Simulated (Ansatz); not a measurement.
ZnO (zincite) under changes of volume

One of the cells (11.900 Å³/atom); the others are scaled copies at fixed shape and fractional positions:

```xyz
4
Lattice="3.2493 0.0000 0.0000 -1.6247 2.8140 0.0000 0.0000 0.0000 5.2057" Properties=species:S:1:pos:R:3 pbc="T T T"
Zn    1.6247    0.9380    0.0000
Zn    0.0000    1.8760    2.6029
O     0.0000    1.8760    4.5759
O     1.6247    0.9380    1.9730
```

```yaml
Program: Ansatz 0.2.0
Functional: PBE
Potentials_or_basis: Ansatz PAW earlier set
Cutoff: "930 eV (not typed: the program's choice for these potentials)"
k_mesh: 9 × 9 × 5
Occupations: fermi-dirac, width 0.05 eV
Spin: no spin polarisation
```

```csv
volume (Å³/atom),energy over the lowest point (meV/atom),pressure (GPa),gap on the mesh (eV),largest force (eV/Å)
11.186,49.85,15.4,0.91,0.093
11.424,29.90,11.5,0.88,0.085
11.662,15.47,8.0,0.85,0.077
11.900,?,?,?,?
12.138,0.99,2.0,0.79,0.063
12.376,0.00,-0.6,0.76,0.056
12.614,2.62,-2.9,0.73,0.050
```

Q: What does the run at 11.900 Å³/atom give?

A: Energy over the lowest point 6.00 meV/atom; pressure 4.8 GPa; gap on the mesh 0.82 eV; largest force 0.070 eV/Å.

Worked out: A Birch-Murnaghan fit of order 3 (a polynomial in V^(-2/3)) to the other rows has its minimum at 12.32 Å³/atom with B0 = V·E''(V) = 129 GPa and B' = 4.4 at fixed shape and positions, which overstates the stiffness. It gives 6.00 meV/atom at 11.900 Å³/atom, against the run's 6.00, and -dE/dV = 4.8 GPa, against 4.8. A straight line through the other rows of the gap, of slope -1.5 eV per unit of ln V (its deformation potential), gives 0.82 eV, against the run's 0.82.

Energies are extrapolated to zero smearing.

Caveats: odd divisions of the mesh miss points on the zone boundary, where band edges often lie, so the gap on the mesh can be too wide.
